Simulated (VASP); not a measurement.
# W (P6/mmm) in VASP: further runs

The runs below take W through single point, relaxation of cell and atoms, with r2SCAN.

Everything below comes from runs of VASP 6.6.1. Logs are shortened: lines on timing, memory, paths and dates and some standing lists are left out, and cuts for length are marked.

### Step 1. Starting point

The structure is hexagonal, space group P6/mmm (No. 191). Conventional cell: a = 2.715 Å, b = 2.715 Å, c = 2.537 Å, α = 90.00°, β = 90.00°, γ = 120.00°. Around W (site symmetry 6/mmm) lie 8 W at 2.54 to 2.71 Å.

The cell was built by a generator and needn't be a form met in nature.

### Step 2. Single point, r2SCAN

POSCAR reads:

```
W
1.0
    2.7149412435      0.0000000000      0.0000000000
   -1.3574706217      2.3512080866      0.0000000000
    0.0000000000      0.0000000000      2.5367732244
W
1
Direct
    0.0000000000      0.0000000000      0.0000000000
```

INCAR.step1 reads:

```
PREC     = Accurate       # precision mode
ENCUT    = 520            # plane-wave cutoff, eV
ISMEAR   = 0              # smearing method
SIGMA    = 0.1            # smearing width, eV
LREAL    = False          # projectors in reciprocal space
LASPH    = True           # aspherical terms in the spheres
NELM     = 100            # most SCF steps
NBANDS   = 13             # bands
GGA      = PE             # functional
ALGO     = Normal         # electronic algorithm
EDIFF    = 1E-4           # SCF threshold, eV
LWAVE    = True           # write WAVECAR
LCHARG   = False          # write CHGCAR
```

INCAR.step2 reads:

```
PREC     = Accurate       # precision mode
ENCUT    = 520            # plane-wave cutoff, eV
EDIFF    = 1E-6           # SCF threshold, eV
ISMEAR   = 0              # smearing method
SIGMA    = 0.1            # smearing width, eV
LREAL    = False          # projectors in reciprocal space
LASPH    = True           # aspherical terms in the spheres
NELM     = 100            # most SCF steps
ALGO     = Normal         # electronic algorithm
ISIF     = 2              # what is computed and relaxed
LWAVE    = False          # write WAVECAR
LCHARG   = False          # write CHGCAR
METAGGA  = R2SCAN         # meta-GGA
LMIXTAU  = True         
NBANDS   = 13             # bands
ISTART   = 1
```

KPOINTS reads:

```
Automatic mesh
0
Gamma
  9 9 8
```

Potentials or basis: VASP PAW PBE potentials, release 64 (W_sv).

On the command line:

```bash
$ cat potpaw_PBE.64/W_sv/POTCAR > POTCAR
$ cp INCAR.step1 INCAR
$ mpirun -np 1 vasp_std > vasp.out
$ cp INCAR.step2 INCAR
$ mpirun -np 1 vasp_std > vasp.out
```

OUTCAR:

```text
PREC = Accurate
   ENCUT = 520
   EDIFF = 1E-6
   ISMEAR = 0
   LREAL = False
   LASPH = True
   NELM = 100
   ISIF = 2
   METAGGA = R2SCAN
   ISTART = 1

 ion  position               nearest neighbor table
   1  0.000  0.000  0.000-

  LATTYP: Found a hexagonal cell.
 ALAT       =     2.7149412435
 C/A-ratio  =     0.9343750000

  Lattice vectors:

 A1 = (   2.7149412435,   0.0000000000,   0.0000000000)
 A2 = (  -1.3574706217,   2.3512080866,   0.0000000000)
 A3 = (   0.0000000000,   0.0000000000,   2.5367732244)

Analysis of symmetry for initial positions (statically):
=====================================================================
 Subroutine PRICEL returns:
 Original cell was already a primitive cell.

 Routine SETGRP: Setting up the symmetry group for a
 hexagonal supercell.

 Subroutine GETGRP returns: Found 24 space group operations
 (whereof 24 operations were pure point group operations)
 out of a pool of 24 trial point group operations.

The static configuration has the point symmetry D_6h.

Analysis of symmetry for dynamics (positions and initial velocities):
=====================================================================
 Subroutine PRICEL returns:
 Original cell was already a primitive cell.

 Routine SETGRP: Setting up the symmetry group for a
 hexagonal supercell.

 Subroutine GETGRP returns: Found 24 space group operations
 (whereof 24 operations were pure point group operations)
 out of a pool of 24 trial point group operations.

The dynamic configuration has the point symmetry D_6h.

 Subroutine INISYM returns: Found 24 space group operations
 (whereof 24 operations are pure point group operations),
 and found     1 'primitive' translations

----------------------------------------------------------------------------------------

                                     Primitive cell

  volume of cell :      16.1932

  direct lattice vectors                    reciprocal lattice vectors
     2.714941244  0.000000000  0.000000000     0.368332096  0.212656635  0.000000000
    -1.357470622  2.351208087  0.000000000     0.000000000  0.425313270  0.000000000
     0.000000000  0.000000000  2.536773224     0.000000000  0.000000000  0.394201575

  length of vectors
     2.714941244  2.714941243  2.536773224     0.425313270  0.425313270  0.394201575

  position of ions in fractional coordinates (direct lattice)
     0.000000000  0.000000000  0.000000000

  ion indices of the primitive-cell ions
   primitive index   ion index
                 1           1

----------------------------------------------------------------------------------------

 KPOINTS: Automatic mesh

Automatic generation of k-mesh.
 Grid dimensions read from file:
 generate k-points for:    9    9    8

 Generating k-lattice:

  Cartesian coordinates                     Fractional coordinates (reciprocal lattice)
     0.040925788  0.023628515  0.000000000     0.111111111  0.000000000  0.000000000
     0.000000000  0.047257030  0.000000000     0.000000000  0.111111111  0.000000000
     0.000000000  0.000000000  0.049275197     0.000000000  0.000000000  0.125000000

  Length of vectors
     0.047257030  0.047257030  0.049275197

  Shift w.r.t. Gamma in fractional coordinates (k-lattice)
     0.000000000  0.000000000  0.000000000

 Subroutine IBZKPT returns following result:
 ===========================================

 Found     60 irreducible k-points:

 Following reciprocal coordinates:
            Coordinates               Weight
  0.000000  0.000000  0.000000      1.000000
  0.111111  0.000000  0.000000      6.000000
  0.222222  0.000000  0.000000      6.000000
  0.333333  0.000000  0.000000      6.000000
  0.444444  0.000000  0.000000      6.000000
  0.111111  0.111111  0.000000      6.000000
[... 16 lines left out ...]
  0.333333  0.222222  0.125000     24.000000
  0.333333  0.333333  0.125000      4.000000
 [... further k-points ...]
   k-points           NKPTS =     60   k-points in BZ     NKDIM =     60   number of bands    NBANDS=     13
   number of dos      NEDOS =    301   number of ions     NIONS =      1
   total plane-waves  NPLWV =   8000
   dimension x,y,z NGX =    20 NGY =   20 NGZ =   20
   dimension x,y,z NGXF=    40 NGYF=   40 NGZF=   40
   ions per type =               1
   NGX,Y,Z   is equivalent  to a cutoff of  12.25, 12.25, 13.11 a.u.
   NGXF,Y,Z  is equivalent  to a cutoff of  24.49, 24.49, 26.21 a.u.
 SYSTEM =  unknown system
   PREC   = accura    normal or accurate (medium, high low for compatibility)
   ISTART =      1    job   : 0-new  1-cont  2-samecut
   ICHARG =      0    charge: 1-file 2-atom 10-const
   ISPIN  =      1    spin polarized calculation?
   LNONCOLLINEAR =      F non collinear calculations
   LSORBIT =      F    spin-orbit coupling
   LASPH  =      T    aspherical Exc in radial PAW
   ENCUT  =  520.0 eV  38.22 Ry    6.18 a.u.   5.05  5.05  4.72*2*pi/ulx,y,z
   NELM   =    100;   NELMIN=  2; NELMDL=  0     # of ELM steps
   EDIFF  = 0.1E-05   stopping-criterion for ELM
   LREAL  =      F    real-space projection
   EDIFFG = 0.1E-04   stopping-criterion for IOM
   NSW    =      0    number of steps for IOM
   IBRION =     -1    ionic relax: 0-MD 1-quasi-New 2-CG
   NFREE  =      0    steps in history (QN), initial steepest desc. (CG)
   ISIF   =      2    stress and relaxation
   ISYM   =      2    0-nonsym 1-usesym 2-fastsym
   POTIM  = 0.5000    time-step for ionic-motion
   TEBEG  =    0.0;   TEEND  =   0.0 temperature during run
   PSTRESS=    0.0 pullay stress
   NELECT =      14.0000    total number of electrons
   NUPDOWN=      -1.0000    fix difference up-down
   EMIN   =  10.00;   EMAX   =-10.00  energy-range for DOS
   EFERMI =   0.00;   METHOD = LEGACY
   ISMEAR =     0;   SIGMA  =   0.10  broadening in eV -4-tet -1-fermi 0-gaus
   EFERMI_NEDOS =   21; number of points for ismear=-14 and -15
   IALGO  =     38    algorithm
   IMIX   =      4    mixing-type and parameters
     AMIX     =   0.40;   BMIX     =  1.00
     AMIX_MAG =   1.60;   BMIX_MAG =  1.00
  volume/ion in A,a.u.               =      16.19       109.28
  Fermi-wavevector in a.u.,A,eV,Ry     =   1.559576  2.947171 33.093129  2.432276
  Thomas-Fermi vector in A             =   2.662914
   LORBIT       =      0    0 simple, 1 ext, 2 COOP (PROOUT), +10 PAW based schemes
   METAGGA = R2SCAN    functional components
   LHFCALC =     F    Hartree Fock is set to
   AEXX    =    0.0000 exact exchange contribution
   IVDW    =     0    specifies the selected vdW correction
   LEPSILON=     F    determine dielectric tensor
   LRPA    =     F    only Hartree local field effects (RPA)
 non-spin polarized calculation
 Gauss-broadening in eV      SIGMA  =   0.10
  energy-cutoff  :      520.00
  volume of cell :       16.19
 maximum number of plane-waves:       447
   NGX = 11   NGY = 11   NGZ =  9

 number of electron      14.0000002 magnetization

 Free energy of the ion-electron system (eV)
  ---------------------------------------------------
  ext. energy  EPLUGINS =         0.00000000
  ---------------------------------------------------
  free energy    TOTEN  =       -50.01707021 eV

  energy without entropy =      -50.01025972  energy(sigma->0) =      -50.01366496

 E-fermi :  10.7754     XC(G=0): -14.6879

 val. band max:       10.7660128916   @ k =   0.4444   0.0000   0.5000
 cond. band min:      10.9156019825   @ k =   0.0000   0.0000   0.3750
 fundamental gap:      0.1495890909
 Fermi energy:        10.7753730063

 k-point     1 :       0.0000    0.0000    0.0000
  band No.  band energies     occupation
      1     -64.9817      2.00000
      2     -27.8100      2.00000
      3     -27.8100      2.00000
      4     -27.7574      2.00000
      5       1.1418      2.00000
      6       5.6529      2.00000
      7      10.0280      2.00000
      8      10.0280      2.00000
      9      16.7713      0.00000
     10      16.7713      0.00000
     11      24.1879      0.00000
     12      27.4032      0.00000
     13      32.8297      0.00000

 k-point     2 :       0.1111    0.0000    0.0000
  band No.  band energies     occupation
      1     -64.9641      2.00000
      2     -28.0016      2.00000
      3     -27.8525      2.00000
      4     -27.7380      2.00000
      5       1.6972      2.00000
      6       5.9015      2.00000
      7       9.4322      2.00000
      8      10.5706      1.99622
      9      16.0407      0.00000
     10      16.6560      0.00000
     11      25.5458      0.00000
     12      28.6149      0.00000
     13      30.0293      0.00000

 k-point     3 :       0.2222    0.0000    0.0000
  band No.  band energies     occupation
      1     -64.9191      2.00000
      2     -28.4684      2.00000
      3     -27.9586      2.00000
      4     -27.6886      2.00000
      5       3.0581      2.00000
      6       6.4277      2.00000
      7       8.5957      2.00000
      8      12.1214      0.00000
      9      14.5998      0.00000
     10      16.3746      0.00000
     11      26.1203      0.00000
     12      29.0468      0.00000
     13      29.8010      0.00000

 k-point     4 :       0.3333    0.0000    0.0000
  band No.  band energies     occupation
      1     -64.8677      2.00000
      2     -28.9713      2.00000
      3     -28.0767      2.00000
      4     -27.6318      2.00000
      5       4.2966      2.00000
      6       6.4425      2.00000
      7       9.3444      2.00000
      8      13.3380      0.00000
      9      14.4015      0.00000
     10      16.0712      0.00000
     11      23.4018      0.00000
     12      27.3921      0.00000
     13      30.5496      0.00000

 k-point     5 :       0.4444    0.0000    0.0000
  band No.  band energies     occupation
      1     -64.8340      2.00000
      2     -29.2855      2.00000
      3     -28.1525      2.00000
      4     -27.5945      2.00000
      5       4.5569      2.00000
      6       6.6672      2.00000
      7      10.7250      1.52337
      8      12.6396      0.00000
      9      15.8816      0.00000
     10      16.5928      0.00000
     11      21.9100      0.00000
     12      25.1804      0.00000
     13      28.7624      0.00000
[... 257 lines left out ...]
 k-point    22 :       0.2222    0.2222    0.1250
  band No.  band energies     occupation
      1     -64.8210      2.00000
      2     -28.9571      2.00000
      3     -28.3137      2.00000
      4     -27.8907      2.00000
      5       6.1913      2.00000
      6       7.4574      2.00000
      7       8.3256      2.00000
      8      12.0847      0.00000
      9      14.0179      0.00000
     10      17.0315      0.00000
     11      23.1186      0.00000
     12      25.5627      0.00000
     13      30.1866      0.00000

 k-point    23 :       0.3333    0.2222    0.1250
  band No.  band energies     occupation
      1     -64.7952      2.00000
      2     -29.0665      2.00000
      3     -28.5130      2.00000
      4     -27.8589      2.00000
      5       6.8079      2.00000
      6       7.8031      2.00000
      7       8.7086      2.00000
      8      12.3671      0.00000
      9      13.3386      0.00000
     10      19.4487      0.00000
     11      20.1780      0.00000
     12      23.8663      0.00000
     13      30.8371      0.00000

 k-point    24 :       0.3333    0.3333    0.1250
  band No.  band energies     occupation
      1     -64.7862      2.00000
      2     -28.8473      2.00000
      3     -28.8473      2.00000
      4     -27.8478      2.00000
      5       7.9830      2.00000
      6       8.1143      2.00000
      7       8.1143      2.00000
      8      12.5455      0.00000
      9      12.5455      0.00000
     10      18.7008      0.00000
     11      21.8092      0.00000
     12      21.8092      0.00000
     13      33.3722      0.00000

 [... further k-points ...]

------------------------ aborting loop because EDIFF is reached ----------------------------------------

  FORCE on cell =-STRESS in cart. coord.  units (eV):
  Direction    XX          YY          ZZ          XY          YZ          ZX
  --------------------------------------------------------------------------------------
  -------------------------------------------------------------------------------------
  Total        1.7585277      1.7585277      2.5863356      0.0000000     -0.0000000      0.0000000
  in kB      173.9909453    173.9909453    255.8952994      0.0000000     -0.0000000      0.0000000
  external PRESSURE =     201.2923967 kB  Pullay stress =       0.0000000 kB

 VOLUME and BASIS-vectors are now :
 -----------------------------------------------------------------------------
  energy-cutoff  :      520.00
  volume of cell :       16.19
      direct lattice vectors                 reciprocal lattice vectors
     2.714941244  0.000000000  0.000000000     0.368332096  0.212656635  0.000000000
    -1.357470622  2.351208087  0.000000000     0.000000000  0.425313270  0.000000000
     0.000000000  0.000000000  2.536773224     0.000000000  0.000000000  0.394201575

 POSITION                                       TOTAL-FORCE (eV/Angst)
 -----------------------------------------------------------------------------------
      0.00000      0.00000      0.00000         0.000000      0.000000      0.000000
 -----------------------------------------------------------------------------------
    total drift:                               -0.000000     -0.000000     -0.000000

  FREE ENERGIE OF THE ION-ELECTRON SYSTEM (eV)
  ---------------------------------------------------
  free  energy   TOTEN  =       -50.0170702059 eV

  energy  without entropy=      -50.0102597152  energy(sigma->0) =      -50.01366496
```

It took 23 s on 1 thread of AMD EPYC 9R45 (Zen 5), shared host; peak memory 0.1 GiB.

Results:

- Free energy: -50.0171 eV
- Pressure: 20.1 GPa
- Band gap on the k mesh: none (metal or under the smearing width)

Caveat: so large a pressure means that the cell lies far from this level's equilibrium, or that cutoff or potentials fall short; the potentials were made for another functional, which shifts forces and pressure.

(Part 1 of 2 ends here.)
